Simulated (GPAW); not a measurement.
# BaTiO3 (P4mm) in GPAW: settings compared, part 3 of 3

GPAW 26.7.0. The steps go on from the part before.

**5. Dielectric tensor, PBE**

Input file run.py:

```python
import numpy as np
from ase.dft.bandgap import bandgap
from ase.io import read, write
from gpaw import GPAW, PW
from gpaw.response.df import DielectricFunction

atoms = read('BaTiO3.xyz')

calc = GPAW(mode=PW(650),
            xc='PBE',
            kpts={'size': (5, 5, 5), 'gamma': True},
            occupations={'name': 'fermi-dirac', 'width': 0.001},
            nbands=36,
            convergence={'density': 1e-06},
            maxiter=150,
            txt='gpaw.txt')
atoms.calc = calc
energy = atoms.get_potential_energy()
calc.write('gs.gpw')
write('result.traj', atoms)
print(f'Energy: {energy:.6f} eV')
print('Fermi level:', round(calc.get_fermi_level(), 4), 'eV')
print(f'Gap: {bandgap(calc)[0]:.4f} eV, direct: {bandgap(calc, direct=True)[0]:.4f} eV')

for size in [(5, 5, 5)]:
    name = 'x'.join(str(n) for n in size)
    dense = calc.fixed_density(kpts={'size': size, 'gamma': True},
                               nbands=66, convergence={'bands': 60, 'eigenstates': 1e-7},
                               update_fermi_level=True, txt=f'dense-{name}.txt')
    dense.write(f'{name}.gpw', mode='all')
    df = DielectricFunction(f'{name}.gpw', frequencies=np.array([0.0]), hilbert=False, eta=0.001,
                            ecut=80, nbands=60, intraband=False, txt=f'df-{name}.txt')
    for xc in ['RPA']:
        for direction in ['x', 'y', 'z', [0, 1, 1], [1, 0, 1], [1, 1, 0]]:
            e0, e = df.get_macroscopic_dielectric_constant(xc=xc, direction=direction)
            print(f'{name} {xc} {direction}: {e0:.4f} without, {e:.4f} with local fields')
```

Input file BaTiO3.xyz:

```xyz
5
Lattice="3.9998000000 0.0000000000 0.0000000000 0.0000000000 3.9998000000 0.0000000000 0.0000000000 0.0000000000 4.0180000000" Properties=species:S:1:pos:R:3 pbc="T T T"
Ba     0.0000000000      0.0000000000      0.0000000000
Ti     1.9999000000      1.9999000000      1.9688200000
O      0.0000000000      1.9999000000      2.0773060000
O      1.9999000000      0.0000000000      2.0773060000
O      1.9999000000      1.9999000000      0.0763420000
```

Potentials or basis: GPAW PAW data sets (gpaw-data 1.2.1), pw.

Launch:

```console
$ OMP_NUM_THREADS=1 python run.py
```

gpaw.txt:

```text
__  _  _
 | _ |_)|_||  |
 |__||  | ||/\| - 26.7.0

Input parameters:
  mode=PW(ecut=650.0),
  convergence={'density': 1e-06},
  kpts=MonkhorstPack(size=(5, 5, 5), gamma=True),
  maxiter=150,
  nbands=36,
  occupations=Occupations(name='fermi-dirac', width=0.001),
  xc=XC(name='PBE')

Diagonalizing LCAO Hamiltonian
Converting LCAO to pw mode
   .---------.
  /|         |
 * |         |
 |O|         |
 | |  OTi    |
 | .---------.
 |/    O    /
 Ba--------*

Atoms  # Å, Bohr magnetons
|   | symbol |        x |        y |        z |    initial magnetic moments |
|---|--------|----------|----------|----------|-----------------------------|
| 0 |     Ba | 0.000000 | 0.000000 | 0.000000 | ( 0.0000,  0.0000,  0.0000) |
[... 187 lines left out ...]
|iter:   4| |  -39.428580 | -2.13 | -1.44 |
|iter:   5| |  -39.391633 | -2.82 | -1.62 |
|iter:   6| |  -39.398462 | -3.43 | -1.96 |
|iter:   7| |  -39.398372c| -4.55 | -2.69 |
|iter:   8| |  -39.398392c| -5.15 | -2.97 |
|iter:   9| |  -39.398402c| -6.34 | -3.52 |
|iter:  10| |  -39.398404c| -7.42c| -3.98 |
|iter:  11| |  -39.398404c| -7.79c| -4.85 |
|iter:  12| |  -39.398404c| -8.49c| -5.43 |
|iter:  13| |  -39.398404c| -9.34c| -5.98 |
|iter:  14| |  -39.398404c|-10.33c| -6.71c|

Converged in 14 steps
Energy contributions relative to reference atoms: (reference = -250624.413696)

Energy contributions:
  Kinetic:          44.424384
  Coulomb:         -46.713283
  Zero:              0.691470
  External:          0.000000
  Xc:              -37.800975
  Entropy:          -0.000000
  Spinorbit:         0.000000
  ----------------------------
  Free energy:     -39.398404
  Extrapolated:    -39.398404

dipole moment: (-35.425616, -35.425616, -33.892580)  # |e|*Ang

Fermi level: 8.524
Eigenvalues  # (at kpt = [0.000, 0.000, 0.000])
| band index |      eig [eV] | occ [0-2] |
|------------|---------------|-----------|
|          0 |       -48.865 |     2.000 |
|        ... |               |           |
|         12 |         5.356 |     2.000 |
|         13 |         5.356 |     2.000 |
|         14 |         6.442 |     2.000 |
|         15 |         6.442 |     2.000 |
|         16 |         6.533 |     2.000 |
|         17 |         7.381 |     2.000 |
[... 8 lines left out ...]
|         26 |        12.761 |     0.000 |
|         27 |        15.013 |     0.000 |
|        ... |               |           |
|         35 |        27.092 |     0.000 |

Gap: 1.970 eV
Transition (v -> c):
  (s=0, k=17, n=19, [0.40, 0.40, 0.40]) -> (s=0, k=0, n=20, [0.00, 0.00, 0.00])
Direct/indirect transitions are different
Direct gap: 2.091 eV
Transition at: (s=0, k=0, n=19, [0.00, 0.00, 0.00])
# Writing to gs.gpw (mode='')
```

df-5x5x5.txt:

```text
FrequencyGridDescriptor(from 0.000 to 0.000 eV, 1 points)
FrequencyGridDescriptor(from 0.000 to 0.000 eV, 1 points)

Calculating chi0 body with:
    Ground state adapter containing:
    Number of spins: 1
    Number of kpoints: 125
    Number of irreducible kpoints: 18
    Number of completely occupied states: 20
    Number of partially occupied states: 20

    Linear response parametrization:
    q_c: [0.0, 0.0, 0.0]
    Number of frequency points: 1
    Planewave cutoff: 80.0
    Number of bands: 60
    Number of planewaves: 93
    Broadening (eta): 0.001

Integrating chi0 body.

Symmetries of q_c:
    Direct symmetries (Uq -> q): 8
    Indirect symmetries (TUq -> q): 8
In total 16 allowed symmetries.

Integral kind: response function

Calculating chi0 optical extensions with:
    Ground state adapter containing:
    Number of spins: 1
    Number of kpoints: 125
    Number of irreducible kpoints: 18
    Number of completely occupied states: 20
    Number of partially occupied states: 20

    Linear response parametrization:
    Number of frequency points: 1
    Planewave cutoff: 80.0
    Number of bands: 60
    Number of planewaves: 93
    Broadening (eta): 0.001
Integrating chi0 head and wings.

Symmetries of q_c:
    Direct symmetries (Uq -> q): 8
    Indirect symmetries (TUq -> q): 8
In total 16 allowed symmetries.

Integral kind: response function wings

Finished calculating chi0
```

Run time: 2.5 min. Hardware: 1 thread of Intel Xeon at 2.50GHz (Skylake/Cascade Lake), shared host; peak memory 0.47 GiB.

What came out:

- Free energy: -39.3984 eV
- Band gap on the k mesh: 1.97 eV, indirect (least direct gap 2.09 eV)
- Electronic dielectric tensor (diagonal): 5.97, 5.97, 5.65

Electronic dielectric tensor:
```
5.97 0.00 0.00
0.00 5.97 0.00
0.00 0.00 5.65
```

Caveat: the long-wavelength limit can be off by several per cent where d states take part; spin-orbit coupling is left out, which moves the levels of the heavy elements; an odd mesh through Γ misses points on the zone boundary, where band edges often lie.

**6. Band structure, GLLB-SC**

Input file run.py:

```python
from ase.dft.bandgap import bandgap
from ase.io import read, write
from gpaw import GPAW, PW

atoms = read('BaTiO3.cif')

calc = GPAW(mode=PW(800),
            xc='GLLBSC',
            kpts={'size': (4, 4, 4), 'gamma': True},
            occupations={'name': 'fermi-dirac', 'width': 0.05},
            nbands=36,
            convergence={'density': 1e-05, 'energy': 1e-05},
            maxiter=150,
            txt='gpaw.txt')
atoms.calc = calc
energy = atoms.get_potential_energy()
calc.write('gs.gpw')
write('result.traj', atoms)
print('Fermi level:', round(calc.get_fermi_level(), 4), 'eV')
print(f'Gap: {bandgap(calc)[0]:.4f} eV, direct: {bandgap(calc, direct=True)[0]:.4f} eV')

path = atoms.cell.bandpath('GXMGZRAZ,XR,MA', npoints=100, eps=1e-4)
bs_calc = calc.fixed_density(kpts=path, symmetry='off', nbands=53,
                             convergence={'bands': 'CBM+6.0', 'eigenstates': 1e-6}, txt='bands.txt')
bs = bs_calc.band_structure()
bs.write('bs.json')
print(f'Gap on the path: {bandgap(bs_calc)[0]:.4f} eV')

homo, lumo = bs_calc.get_homo_lumo()
response = calc.hamiltonian.xc.response
dxc_pot = response.calculate_discontinuity_potential(homo, lumo)
ks_gap, dxc = bs_calc.hamiltonian.xc.response.calculate_discontinuity(dxc_pot)
print(f'Kohn-Sham gap {ks_gap:.4f} eV, discontinuity {dxc:.4f} eV, gap {ks_gap + dxc:.4f} eV')
```

Input file BaTiO3.cif:

```cif
data_BaTiO3
_cell_length_a 3.99980000
_cell_length_b 3.99980000
_cell_length_c 4.01800000
_cell_angle_alpha 90.00000000
_cell_angle_beta 90.00000000
_cell_angle_gamma 90.00000000
_space_group_name_H-M_alt 'P4mm'
_space_group_name_Hall 'P 4 -2'
_space_group_IT_number 99
loop_
_space_group_symop_operation_xyz
'x,y,z'
'-y,x,z'
'-x,-y,z'
'y,-x,z'
'-x,y,z'
'y,x,z'
'x,-y,z'
'-y,-x,z'
loop_
_atom_site_label
_atom_site_type_symbol
_atom_site_symmetry_multiplicity
_atom_site_Wyckoff_symbol
_atom_site_fract_x
_atom_site_fract_y
_atom_site_fract_z
_atom_site_occupancy
Ba1 Ba 1 a 0.0000000000 0.0000000000 0.0000000000 1
Ti1 Ti 1 b 0.5000000000 0.5000000000 0.4900000000 1
O1 O 2 c 0.0000000000 0.5000000000 0.5170000000 1
O2 O 1 b 0.5000000000 0.5000000000 0.0190000000 1
```

Potentials or basis: the program's PAW data sets (release 1.2.1) made for this functional, pw.

Launch:

```console
$ OMP_NUM_THREADS=1 python run.py
```

Run time: 4.4 min. Hardware: 1 thread of Intel Xeon Platinum 8488C (Sapphire Rapids), shared host; peak memory 0.65 GiB.

Results (log left out):

| Item | Value |
| --- | --- |
| Band gap on the k mesh with the derivative discontinuity | 3.75 eV |
| Band gap of the Kohn-Sham levels | 2.96 eV |
| Derivative discontinuity | 0.79 eV |

Levels at the corners of the path, in eV from the valence-band top:
| point | band 17 | band 18 | band 19 | band 20 | band 21 | band 22 | band 23 | band 24 |
| --- | --- | --- | --- | --- | --- | --- | --- | --- |
| Γ | -1.05 | -0.17 | -0.14 | -0.14 | 2.96 | 3.11 | 3.11 | 4.87 |
| X | -1.47 | -1.40 | -0.78 | -0.72 | 3.24 | 4.46 | 4.49 | 4.93 |
| M | -1.59 | -0.72 | -0.72 | -0.06 | 4.51 | 4.51 | 5.02 | 5.59 |
| Γ | -1.05 | -0.17 | -0.14 | -0.14 | 2.96 | 3.11 | 3.11 | 4.87 |
| Z | -1.56 | -1.56 | -0.60 | -0.60 | 3.09 | 4.52 | 4.52 | 4.87 |
| R | -1.55 | -0.68 | -0.67 | -0.12 | 4.49 | 4.54 | 5.01 | 5.67 |
| A | -1.83 | -0.06 | -0.06 | 0.00 | 5.15 | 5.15 | 5.16 | 7.78 |
| Z | -1.56 | -1.56 | -0.60 | -0.60 | 3.09 | 4.52 | 4.52 | 4.87 |
| X | -1.47 | -1.40 | -0.78 | -0.72 | 3.24 | 4.46 | 4.49 | 4.93 |
| R | -1.55 | -0.68 | -0.67 | -0.12 | 4.49 | 4.54 | 5.01 | 5.67 |
| M | -1.59 | -0.72 | -0.72 | -0.06 | 4.51 | 4.51 | 5.02 | 5.59 |
| A | -1.83 | -0.06 | -0.06 | 0.00 | 5.15 | 5.15 | 5.16 | 7.78 |

Caveat: the k mesh is coarse; the GLLB-SC gap is the Kohn-Sham gap of the path plus the derivative discontinuity; a model potential gives levels but no total energy; spin-orbit coupling is left out, which moves the levels of the heavy elements.

**7. Overview**

```tsv
task	level	potentials or basis	cell	k mesh	cutoff (eV)	smearing	band path	band points	response ecut	response k mesh	response bands	gap on the mesh (eV)
band structure	LDA	the program's PAW data sets (release 1.2.1) made for this functional, pw	P4mm, 12.86 Å³/atom	5 × 5 × 5	800	fermi-dirac 0.05 eV	GXMGZRAZ,XR,MA	60	-	-	-	1.88
dielectric tensor	PBE	GPAW PAW data sets (gpaw-data 1.2.1), pw	P4mm, 12.47 Å³/atom	5 × 5 × 5	650	fermi-dirac 0.001 eV	-	-	80 eV	5 × 5 × 5	60	2.01
dielectric tensor	PBE	GPAW PAW data sets (gpaw-data 1.2.1), pw	P4mm, 12.66 Å³/atom	5 × 5 × 5	650	fermi-dirac 0.001 eV	-	-	80 eV	5 × 5 × 5	60	1.99
dielectric tensor	PBE	GPAW PAW data sets (gpaw-data 1.2.1), pw	P4mm, 12.86 Å³/atom	5 × 5 × 5	650	fermi-dirac 0.001 eV	-	-	80 eV	5 × 5 × 5	60	1.97
band structure	GLLB-SC	the program's PAW data sets (release 1.2.1) made for this functional, pw	P4mm, 12.86 Å³/atom	4 × 4 × 4	800	fermi-dirac 0.05 eV	GXMGZRAZ,XR,MA	100	-	-	-	3.75
```

Alike in all rows: no spin polarisation.

Caveats: spin-orbit coupling is left out, which moves the levels of the heavy elements; the long-wavelength limit can be off by several per cent where d states take part (some runs); an odd mesh through Γ misses points on the zone boundary, where band edges often lie (some runs); the mesh misses the band edges, which the band path finds closer together (some runs); the GLLB-SC gap is the Kohn-Sham gap of the path plus the derivative discontinuity (some runs); a model potential gives levels but no total energy (some runs).

Total energies depend on the potentials used, so only differences within one code and one set of settings carry meaning.
